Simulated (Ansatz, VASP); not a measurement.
One calculation of As, two programs

INCAR

```
SYSTEM = As
PREC = Accurate
ENCUT = 520
EDIFF = 1E-7
ISMEAR = -1
SIGMA = 0.1
LREAL = .False.
LASPH = .True.
NELM = 100
ALGO = Normal
ISIF = 2
LWAVE = .False.
LCHARG = .False.
GGA = RP
NBANDS = 8
```

Contents of KPOINTS:

```
regular mesh
0
Gamma
  14 14 14
  0 0 0
```

The input POSCAR:

```
As
1.0
    0.0000000000      2.0864596118      2.0864596118
    2.0864596118      0.0000000000      2.0864596118
    2.0864596118      2.0864596118      0.0000000000
As
1
Direct
    0.0000000000      0.0000000000      0.0000000000
```

Input for Ansatz:

```yaml
crystal:
  lattice:
    - [0.0, 2.0864596118, 2.0864596118]
    - [2.0864596118, 0.0, 2.0864596118]
    - [2.0864596118, 2.0864596118, 0.0]
  atoms:
    - { symbol: As, position: [0.0, 0.0, 0.0] }
hamiltonian:
  xc: rpbe
  pseudopotentials:
    kind: paw
    azcp:
      As: "pseudopotentials/As.paw.azcp"
basis:
  ecutwfc: 420
  fft_grid_basis: typed
kpoints:
  mp_grid: { grid: [14, 14, 14], shift: [0, 0, 0] }
magnetization:
  spin_polarized: false
scf:
  occupations: { method: fermi_dirac, width: 0.1 }
  lower_state_search: "off"
output:
  stress: true
```

Alike in both runs: task single point; functional RPBE; k mesh 14 × 14 × 14; occupations fermi-dirac, width 0.1 eV; no spin polarisation.

|  | VASP | Ansatz |
| --- | --- | --- |
| version | VASP 6.6.1 | Ansatz 0.2.0 |
| potentials or method | VASP PAW PBE potentials, release 64 (As) | plane waves (420 eV) with PAW, scalar-relativistic |
| plane-wave cutoff (eV) | 520 | 420 |
| valence electrons in the cell | 5 | 15 |

Ansatz gave:

```
pressure (GPa) : 7.2
```

Q: What did VASP give for the same quantities?

A: Pressure (GPa): 7.3.

The two sets of potentials don't hold the same shells in valence.

Caveats: the PAW data sets were made with another functional, which shifts forces and pressure a little (VASP).
